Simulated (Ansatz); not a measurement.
SnO: input, output and frames of a trajectory

These are results of DFT PBEsol, scalar-relativistic, plane waves, PAW in Ansatz, not measurements. Settings: plane waves to 420 eV, k-mesh 2×2×2 (shifted by 0.5, 0.5, 0.5 steps), Fermi–Dirac smearing 0.13 eV. The mesh is coarse. No spin polarisation.

16 atoms, starting at 1.05 times the perfect crystal's volume (space group Pmn2_1, the cell as given, not relaxed at this level); Langevin thermostat at 1500 K (friction 0.02 fs⁻¹), fixed cell; 36 steps of 2 fs. The run is short and not equilibrated.

Self-consistency was reached.

Time: 4.5 min on 4 threads of Arm Neoverse N1, on a shared host, peak memory 0.98 GiB.

Command:
```bash
ansatz run input.yaml --threads 4 --pin off --max-ram 5120MiB --backend cpu --events-out ev --progress --plain --runs-dir out
```

Input:
```yaml
crystal:
  lattice:
    - [0.0, -5.7671386338, 4.2911949266]
    - [0.0, 5.7671386338, 4.2911949266]
    - [-6.8200297182, 0.0, -4.2911949266]
  atoms:
    - { symbol: Sn, position: [0.3906175, 0.6225265, 0.5] }
    - { symbol: Sn, position: [0.8906175, 0.1225265, 0.5] }
    - { symbol: Sn, position: [0.1406175, 0.3725265, 0.0] }
    - { symbol: Sn, position: [0.6406175, 0.8725265, 0.0] }
    - { symbol: Sn, position: [0.7475265, 0.5156175, 0.25] }
    - { symbol: Sn, position: [0.2475265, 0.0156175, 0.25] }
    - { symbol: Sn, position: [0.4975265, 0.2656175, 0.75] }
    - { symbol: Sn, position: [0.9975265, 0.7656175, 0.75] }
    - { symbol: O, position: [0.1728035, 0.0640535, 0.5] }
    - { symbol: O, position: [0.6728035, 0.5640535, 0.5] }
    - { symbol: O, position: [0.9228035, 0.8140535, 0.0] }
    - { symbol: O, position: [0.4228035, 0.3140535, 0.0] }
    - { symbol: O, position: [0.1890535, 0.2978035, 0.25] }
    - { symbol: O, position: [0.6890535, 0.7978035, 0.25] }
    - { symbol: O, position: [0.9390535, 0.0478035, 0.75] }
    - { symbol: O, position: [0.4390535, 0.5478035, 0.75] }
basis:
  ecutwfc: 420
kpoints:
  mp_grid: { grid: [2, 2, 2], shift: [0.5, 0.5, 0.5] }
hamiltonian:
  xc: pbesol
scf:
  occupations: { method: fermi_dirac, width: 0.1293 }
  lower_state_search: "off"
  convergence: { dr2_threshold: 1.0e-07 }
output:
  forces: true
  stress: true
md:
  timestep: 2.0
  n_steps: 36
  ensemble: nvt_langevin
  temperature: 1500.0
  initial_velocities: maxwell_boltzmann
  seed: 3123
  friction: 0.02
```

Output (its end):
```
...
SCF converged after 9 iterations
Free energy (F): -52082.146590 eV
Harris-Foulkes:  -52082.146590 eV  (|F-HF|=4.71e-9)
Internal energy: -52082.144720 eV  (E = F + TS)
E sigma→0 (E₀):  -52082.145655 eV
Entropy (-TS):   -0.001870 eV (-0.117 meV/atom)
Fermi energy:    7.368897 eV
--- Per-component energies (eV) ---
  E_band       = -1122.608511
  E_kinetic    = 2873.865880
  E_local      = -12657.873091  (includes V_loc(G=0)·N_el)
  E_nonlocal   = 143.386859
  E_hartree    = 6571.314135
  E_xc         = -3610.202671
  E_vxc        = -1513.255751  (∫ρ·V_xc dr)
  E_paw        = -33732.239852  (= ΣΔE_a)
  E_vpaw       = -3111.378835  (= ΣTr[D̂ρ^β])
  E_aug_tail   = 0.019014  (compensation charges beyond the density's cutoff)
  E_ewald      = -11672.976015
  E_core_change = 2.561021  (= ΣΔE_core)
  E_smearing   = -0.001870  (= −TS)
  E_closure    = 0.000000  (closes the sum)
  Σ components = -52082.146590   (vs F -52082.146590, Δ=0.00e0)
--- Forces (eV/Å), atoms counted from 1 ---
  atom   1  Sn     1.73458044    -0.41332545     0.56129710
  atom   2  Sn     0.01421951    -0.90560092     0.01670222
  atom   3  Sn    -0.25301261     0.49430731     1.28351741
  atom   4  Sn    -0.44336640    -0.45906893     0.60215601
  atom   5  Sn     1.03588874     0.51367574     0.31364060
  atom   6  Sn     1.78715646     0.15885805     1.09511828
  atom   7  Sn    -0.40178481     0.70566297    -0.37866019
  atom   8  Sn     1.16525886     0.65967903    -0.42908044
  atom   9  O     -1.60578204     1.04392207    -1.20987540
  atom  10  O     -1.27777647     0.41187166    -1.35389877
  atom  11  O     -0.71395169     0.64919560    -0.17498847
  atom  12  O      0.38433834     0.13966651    -0.05406407
  atom  13  O     -0.89126192    -1.15956325    -0.61892420
  atom  14  O     -0.18769068    -0.30158322     0.01255627
  atom  15  O      0.00855834    -0.52762788     0.66028427
  atom  16  O     -0.35536906    -1.01007217    -0.32579056
  max |Σ_I F_I| component: 9.95e-6 eV/Å
--- Stress (GPa, compression-positive) ---
       -2.206029      -1.126019       1.875426
       -1.126019      -4.566849       1.624446
        1.875426       1.624446      -2.781159
  P = ⅓ Tr σ = -3.1847 GPa (-31.847 kbar)
--- MD trajectory: 36 steps, t = 0.0 → 72.0 fs ---
  final state: T = 1310.0 K   F+E_penalty+E_count = -52082.14659044 eV   E_kin = 2.709331 eV
```

Frames along the run (Å, eV/Å; dE is the potential energy from the first frame):

```xyz
16
Lattice="0.000 -5.767 4.291 0.000 5.767 4.291 -6.820 0.000 -4.291" Properties=species:S:1:pos:R:3:forces:R:3 pbc="T T T" time_fs=0.00 dE_eV=0.0000 T_K=1406
Sn   -3.410    1.337    2.202    0.000   -0.971   -0.322
Sn   -3.410   -4.430    2.202    0.000   -0.971   -0.322
Sn    0.000    1.337    2.202    0.000   -0.971   -0.322
Sn    0.000    1.337    6.493    0.000   -0.971   -0.322
Sn   -1.705   -1.337    4.348    0.000    0.971   -0.322
Sn   -1.705   -1.337    0.056    0.000    0.971   -0.322
Sn   -5.115   -1.337    0.056    0.000    0.971   -0.322
Sn   -5.115   -1.337    4.348    0.000    0.971   -0.322
O    -3.410   -0.627   -1.129    0.000    0.181    0.322
O    -3.410   -0.627    3.162    0.000    0.181    0.322
O     0.000   -0.627    7.453    0.000    0.181    0.322
O     0.000   -0.627    3.162    0.000    0.181    0.322
O    -1.705    0.627    1.016    0.000   -0.181    0.322
O    -1.705    0.627    5.308    0.000   -0.181    0.322
O    -5.115   -5.140    1.016    0.000   -0.181    0.322
O    -5.115    0.627    1.016    0.000   -0.181    0.322
16
Lattice="0.000 -5.767 4.291 0.000 5.767 4.291 -6.820 0.000 -4.291" Properties=species:S:1:pos:R:3:forces:R:3 pbc="T T T" time_fs=6.00 dE_eV=0.2490 T_K=1589
Sn   -3.406    1.347    2.205    0.013   -1.069   -0.224
Sn   -3.401   -4.407    2.183    0.238   -1.144   -0.489
Sn    0.014    1.337    2.202   -0.282   -0.998   -0.265
Sn    0.032    1.331    6.476   -0.504   -0.838   -0.342
Sn   -1.699   -1.377    4.360    0.249    1.390   -0.298
Sn   -1.728   -1.325    0.038   -0.523    0.871   -0.136
Sn   -5.096   -1.350    0.046    0.048    0.854   -0.210
Sn   -5.141   -1.323    4.383    0.095    1.083   -0.655
O    -3.451   -0.609   -1.170    0.129    0.162    0.313
O    -3.319   -0.613    3.177   -0.625    0.041    0.464
O    -0.180   -0.597    7.436    1.067    0.080    0.314
O     0.067   -0.601    3.229   -0.380    0.107   -0.074
O    -1.777    0.637    1.003    0.418   -0.110    0.448
O    -1.659    0.644    5.253   -0.301   -0.123    0.556
O    -5.141   -5.140    0.993    0.044   -0.204    0.229
O    -5.134    0.585    1.049    0.314   -0.105    0.369
16
Lattice="0.000 -5.767 4.291 0.000 5.767 4.291 -6.820 0.000 -4.291" Properties=species:S:1:pos:R:3:forces:R:3 pbc="T T T" time_fs=12.00 dE_eV=0.8054 T_K=1213
Sn   -3.404    1.364    2.204    0.061   -1.203   -0.167
Sn   -3.398   -4.394    2.154    0.449   -1.019   -0.487
Sn    0.027    1.344    2.200   -0.517   -1.096   -0.162
Sn    0.065    1.323    6.453   -0.974   -0.627   -0.210
Sn   -1.693   -1.413    4.369    0.332    1.756   -0.221
Sn   -1.749   -1.313    0.014   -1.284    0.457    0.344
Sn   -5.086   -1.340    0.021    0.952    0.144    0.315
Sn   -5.165   -1.316    4.403    0.210    1.137   -0.709
O    -3.451   -0.570   -1.216   -0.008   -0.006    0.331
O    -3.241   -0.581    3.190   -0.948   -0.104    0.587
O    -0.323   -0.556    7.443    2.136    0.288   -0.275
O     0.159   -0.615    3.310   -1.514    0.638   -0.937
O    -1.843    0.615    0.989    0.756    0.168    0.608
O    -1.641    0.690    5.225   -0.316   -0.317    0.533
O    -5.178   -5.136    0.986    0.115   -0.343    0.058
O    -5.138    0.521    1.092    0.551    0.127    0.393
16
Lattice="0.000 -5.767 4.291 0.000 5.767 4.291 -6.820 0.000 -4.291" Properties=species:S:1:pos:R:3:forces:R:3 pbc="T T T" time_fs=16.00 dE_eV=1.2425 T_K=1068
Sn   -3.407    1.379    2.213    0.124   -1.332   -0.275
Sn   -3.395   -4.387    2.137    0.553   -0.885   -0.543
Sn    0.042    1.351    2.196   -0.590   -1.208   -0.186
Sn    0.081    1.322    6.443   -1.117   -0.477   -0.185
Sn   -1.685   -1.439    4.371    0.250    2.032   -0.265
Sn   -1.765   -1.310    0.004   -1.455    0.397    0.361
Sn   -5.079   -1.325    0.005    1.770   -0.396    0.734
Sn   -5.178   -1.308    4.410    0.278    1.028   -0.783
O    -3.456   -0.536   -1.260   -0.030   -0.258    0.469
O    -3.218   -0.542    3.207   -0.915   -0.316    0.695
O    -0.377   -0.516    7.439    2.381    0.197   -0.385
O     0.203   -0.631    3.342   -2.432    1.062   -1.535
O    -1.880    0.598    0.971    0.819    0.390    0.782
O    -1.621    0.725    5.212   -0.340   -0.431    0.494
O    -5.189   -5.154    0.970    0.048   -0.146    0.134
O    -5.139    0.488    1.104    0.653    0.341    0.487
16
Lattice="0.000 -5.767 4.291 0.000 5.767 4.291 -6.820 0.000 -4.291" Properties=species:S:1:pos:R:3:forces:R:3 pbc="T T T" time_fs=22.00 dE_eV=1.7157 T_K=999
Sn   -3.425    1.400    2.240    0.434   -1.758   -0.611
Sn   -3.377   -4.373    2.114    0.656   -0.682   -0.629
Sn    0.077    1.362    2.186   -0.776   -1.364   -0.152
Sn    0.105    1.315    6.437   -1.144   -0.159   -0.325
Sn   -1.678   -1.475    4.363    0.184    2.263   -0.353
Sn   -1.788   -1.300    0.008   -1.018    0.369   -0.278
Sn   -5.065   -1.314   -0.013    2.185   -0.702    0.783
Sn   -5.190   -1.298    4.427    0.284    0.771   -0.936
O    -3.476   -0.492   -1.331    0.022   -0.670    0.719
O    -3.203   -0.529    3.210   -0.865   -0.378    0.837
O    -0.375   -0.446    7.441    1.943   -0.488    0.082
O     0.210   -0.672    3.346   -2.815    1.280   -1.762
O    -1.919    0.537    0.934    0.602    1.152    1.287
O    -1.586    0.769    5.190   -0.435   -0.532    0.516
O    -5.199   -5.177    0.962    0.079    0.233    0.193
O    -5.130    0.447    1.102    0.664    0.666    0.629
16
Lattice="0.000 -5.767 4.291 0.000 5.767 4.291 -6.820 0.000 -4.291" Properties=species:S:1:pos:R:3:forces:R:3 pbc="T T T" time_fs=28.00 dE_eV=1.7349 T_K=1027
Sn   -3.454    1.409    2.270    0.737   -1.771   -0.761
Sn   -3.354   -4.364    2.082    0.665   -0.611   -0.545
Sn    0.117    1.364    2.171   -1.155   -1.326    0.016
Sn    0.125    1.306    6.435   -1.086    0.264   -0.372
Sn   -1.663   -1.499    4.347    0.004    2.337   -0.466
Sn   -1.801   -1.287    0.028   -0.402    0.254   -0.923
Sn   -5.048   -1.311   -0.021    1.398   -0.265    0.342
Sn   -5.193   -1.296    4.447    0.261    0.573   -1.141
O    -3.494   -0.474   -1.359    0.089   -0.715    0.780
O    -3.220   -0.499    3.222   -0.753   -0.611    1.020
O    -0.305   -0.414    7.441    1.230   -1.183    0.704
O     0.156   -0.717    3.313   -1.754    1.053   -1.134
O    -1.923    0.491    0.945    0.489    1.737    1.499
O    -1.563    0.801    5.191   -0.482   -0.645    0.501
O    -5.210   -5.192    0.966    0.285    0.442    0.152
O    -5.097    0.453    1.110    0.476    0.467    0.328
16
Lattice="0.000 -5.767 4.291 0.000 5.767 4.291 -6.820 0.000 -4.291" Properties=species:S:1:pos:R:3:forces:R:3 pbc="T T T" time_fs=34.00 dE_eV=1.5338 T_K=1252
Sn   -3.477    1.415    2.294    0.939   -1.514   -0.693
Sn   -3.340   -4.356    2.044    0.604   -0.717   -0.317
Sn    0.148    1.351    2.149   -1.747   -0.963    0.311
Sn    0.119    1.299    6.422   -0.761    0.607   -0.352
Sn   -1.637   -1.514    4.319   -0.469    2.143   -0.310
Sn   -1.800   -1.267    0.050   -0.043    0.558   -1.088
Sn   -5.027   -1.297   -0.019    0.379   -0.002   -0.045
Sn   -5.203   -1.301    4.469    0.376    0.730   -1.304
O    -3.519   -0.481   -1.348    0.217   -0.350    0.600
O    -3.259   -0.455    3.268   -0.605   -0.874    1.012
O    -0.225   -0.421    7.398    0.620   -1.654    1.311
O     0.053   -0.749    3.286   -0.125    0.922   -0.653
O    -1.892    0.524    0.969    0.534    1.401    1.266
O    -1.559    0.803    5.216   -0.546   -0.672    0.355
O    -5.215   -5.166    0.956    0.550    0.085   -0.067
O    -5.046    0.465    1.132    0.078    0.301   -0.024
16
Lattice="0.000 -5.767 4.291 0.000 5.767 4.291 -6.820 0.000 -4.291" Properties=species:S:1:pos:R:3:forces:R:3 pbc="T T T" time_fs=38.00 dE_eV=1.4765 T_K=1384
Sn   -3.490    1.410    2.311    1.098   -1.201   -0.577
Sn   -3.332   -4.351    2.016    0.440   -0.787   -0.068
Sn    0.162    1.342    2.126   -2.080   -0.644    0.548
Sn    0.115    1.295    6.409   -0.501    0.727   -0.299
Sn   -1.618   -1.513    4.307   -0.870    1.911   -0.121
Sn   -1.790   -1.245    0.063   -0.022    0.663   -1.061
Sn   -5.019   -1.284   -0.016    0.033   -0.089   -0.140
Sn   -5.218   -1.305    4.483    0.517    0.891   -1.324
O    -3.540   -0.506   -1.342    0.408   -0.010    0.408
O    -3.287   -0.423    3.330   -0.484   -1.051    0.874
O    -0.170   -0.428    7.394    0.375   -1.682    1.413
O    -0.003   -0.751    3.264    0.618    0.983   -0.620
O    -1.879    0.568    0.970    0.562    1.062    1.123
O    -1.572    0.820    5.230   -0.392   -0.782    0.267
O    -5.202   -5.139    0.952    0.655   -0.239   -0.265
O    -4.997    0.470    1.139   -0.357    0.246   -0.158
16
Lattice="0.000 -5.767 4.291 0.000 5.767 4.291 -6.820 0.000 -4.291" Properties=species:S:1:pos:R:3:forces:R:3 pbc="T T T" time_fs=44.00 dE_eV=1.3851 T_K=1175
Sn   -3.512    1.394    2.345    1.269   -0.865   -0.420
Sn   -3.321   -4.337    1.974   -0.260   -0.703    0.461
Sn    0.178    1.330    2.103   -2.245   -0.351    0.719
Sn    0.109    1.291    6.394   -0.425    0.477   -0.080
Sn   -1.604   -1.508    4.300   -1.258    1.616    0.047
Sn   -1.773   -1.217    0.081   -0.092    0.837   -0.858
Sn   -5.010   -1.268   -0.017   -0.328   -0.295   -0.138
Sn   -5.243   -1.315    4.505    0.737    0.928   -1.291
O    -3.554   -0.541   -1.318    0.715    0.402    0.157
O    -3.326   -0.393    3.429   -0.368   -1.210    0.524
O    -0.080   -0.453    7.437    0.048   -1.167    1.063
O    -0.063   -0.733    3.228    1.206    1.014   -0.592
O    -1.849    0.625    1.014    0.544    0.510    0.780
O    -1.642    0.833    5.264    0.553   -1.021    0.036
O    -5.176   -5.121    0.934    0.580   -0.355   -0.235
O    -4.963    0.483    1.125   -0.675    0.182   -0.174
16
Lattice="0.000 -5.767 4.291 0.000 5.767 4.291 -6.820 0.000 -4.291" Properties=species:S:1:pos:R:3:forces:R:3 pbc="T T T" time_fs=50.00 dE_eV=1.4252 T_K=1141
Sn   -3.537    1.374    2.373    1.707   -0.622    0.131
Sn   -3.307   -4.325    1.940   -1.460   -0.375    1.054
Sn    0.190    1.319    2.094   -1.862   -0.384    0.506
Sn    0.106    1.284    6.384   -0.587    0.128    0.294
Sn   -1.599   -1.500    4.290   -1.281    1.430    0.076
Sn   -1.770   -1.205    0.087   -0.120    1.072   -0.568
Sn   -5.004   -1.256   -0.007   -0.410   -0.261   -0.261
Sn   -5.273   -1.324    4.523    1.044    0.523   -1.084
O    -3.538   -0.549   -1.300    0.764    0.488    0.261
O    -3.350   -0.404    3.556   -0.273   -1.084   -0.217
O    -0.013   -0.516    7.488   -0.358   -0.356    0.412
O    -0.081   -0.721    3.168    1.302    0.931   -0.312
O    -1.803    0.679    1.092    0.374   -0.072    0.337
O    -1.718    0.828    5.285    2.104   -1.354   -0.450
O    -5.133   -5.140    0.890    0.023    0.214    0.340
O    -4.935    0.515    1.140   -0.969   -0.278   -0.518
16
Lattice="0.000 -5.767 4.291 0.000 5.767 4.291 -6.820 0.000 -4.291" Properties=species:S:1:pos:R:3:forces:R:3 pbc="T T T" time_fs=56.00 dE_eV=1.5634 T_K=1127
Sn   -3.566    1.353    2.400    2.123   -0.424    0.726
Sn   -3.296   -4.318    1.907   -2.157   -0.275    1.227
Sn    0.183    1.315    2.080   -1.132   -0.460    0.246
Sn    0.096    1.283    6.375   -0.466   -0.142    0.537
Sn   -1.593   -1.487    4.280   -0.884    1.352   -0.042
Sn   -1.786   -1.194    0.086   -0.008    1.103   -0.322
Sn   -4.997   -1.259   -0.004   -0.451   -0.044   -0.360
Sn   -5.299   -1.338    4.539    1.342   -0.222   -0.688
O    -3.504   -0.556   -1.280    0.760    0.535    0.323
O    -3.360   -0.468    3.649   -0.105   -0.799   -0.921
O     0.030   -0.586    7.547   -0.876    0.360   -0.310
O    -0.033   -0.680    3.121    0.951    0.611    0.101
O    -1.752    0.727    1.177    0.015   -0.468   -0.078
O    -1.728    0.803    5.297    2.764   -1.536   -0.755
O    -5.078   -5.177    0.821   -0.536    1.145    1.099
O    -4.901    0.557    1.130   -1.341   -0.735   -0.783
16
Lattice="0.000 -5.767 4.291 0.000 5.767 4.291 -6.820 0.000 -4.291" Properties=species:S:1:pos:R:3:forces:R:3 pbc="T T T" time_fs=60.00 dE_eV=1.5561 T_K=1271
Sn   -3.580    1.339    2.416    2.228   -0.305    0.950
Sn   -3.292   -4.322    1.889   -1.890   -0.379    1.012
Sn    0.169    1.315    2.057   -0.761   -0.268    0.409
Sn    0.093    1.287    6.374   -0.460   -0.244    0.563
Sn   -1.598   -1.477    4.277   -0.438    1.216    0.009
Sn   -1.798   -1.179    0.082    0.106    0.981   -0.153
Sn   -4.998   -1.267   -0.005   -0.457    0.177   -0.372
Sn   -5.320   -1.352    4.554    1.515   -0.230   -0.386
O    -3.455   -0.559   -1.247    0.550    0.584    0.211
O    -3.349   -0.512    3.694   -0.324   -0.551   -1.246
O     0.042   -0.632    7.567   -1.072    0.660   -0.573
O     0.009   -0.659    3.104    0.761    0.441    0.205
O    -1.731    0.771    1.211   -0.270   -0.718   -0.303
O    -1.704    0.764    5.292    2.486   -1.375   -0.594
O    -5.062   -5.165    0.782   -0.595    1.003    1.142
O    -4.897    0.593    1.117   -1.379   -0.992   -0.874
16
Lattice="0.000 -5.767 4.291 0.000 5.767 4.291 -6.820 0.000 -4.291" Properties=species:S:1:pos:R:3:forces:R:3 pbc="T T T" time_fs=66.00 dE_eV=1.3923 T_K=1374
Sn   -3.591    1.319    2.440    2.016   -0.363    0.813
Sn   -3.282   -4.343    1.866   -0.690   -0.755    0.372
Sn    0.158    1.311    2.016   -0.367    0.176    0.891
Sn    0.100    1.288    6.381   -0.487   -0.354    0.558
Sn   -1.610   -1.465    4.274    0.620    0.823    0.261
Sn   -1.816   -1.164    0.079    0.674    0.713    0.229
Sn   -5.000   -1.283   -0.009   -0.441    0.472   -0.432
Sn   -5.346   -1.373    4.581    1.460    0.242   -0.228
O    -3.344   -0.547   -1.194   -0.273    0.703   -0.237
O    -3.329   -0.598    3.731   -1.110    0.117   -1.485
O     0.044   -0.677    7.566   -1.018    0.746   -0.479
O     0.082   -0.638    3.078    0.576    0.238    0.177
O    -1.714    0.822    1.246   -0.718   -1.021   -0.533
O    -1.594    0.676    5.264    1.008   -0.807   -0.103
O    -5.068   -5.097    0.726   -0.331    0.115    0.850
O    -4.926    0.622    1.097   -0.919   -1.046   -0.655
16
Lattice="0.000 -5.767 4.291 0.000 5.767 4.291 -6.820 0.000 -4.291" Properties=species:S:1:pos:R:3:forces:R:3 pbc="T T T" time_fs=72.00 dE_eV=1.4489 T_K=1310
Sn   -3.605    1.291    2.459    1.735   -0.413    0.561
Sn   -3.277   -4.368    1.847    0.014   -0.906    0.017
Sn    0.155    1.310    1.987   -0.253    0.494    1.284
Sn    0.104    1.288    6.382   -0.443   -0.459    0.602
Sn   -1.611   -1.444    4.272    1.036    0.514    0.314
Sn   -1.839   -1.149    0.069    1.787    0.159    1.095
Sn   -5.000   -1.308   -0.007   -0.402    0.706   -0.379
Sn   -5.368   -1.393    4.609    1.165    0.660   -0.429
O    -3.242   -0.508   -1.139   -1.606    1.044   -1.210
O    -3.346   -0.637    3.724   -1.278    0.412   -1.354
O     0.021   -0.696    7.562   -0.714    0.649   -0.175
O     0.161   -0.620    3.086    0.384    0.140   -0.054
O    -1.719    0.842    1.287   -0.891   -1.160   -0.619
O    -1.477    0.557    5.254   -0.188   -0.302    0.013
O    -5.107   -5.040    0.682    0.009   -0.528    0.660
O    -4.970    0.632    1.069   -0.355   -1.010   -0.326
```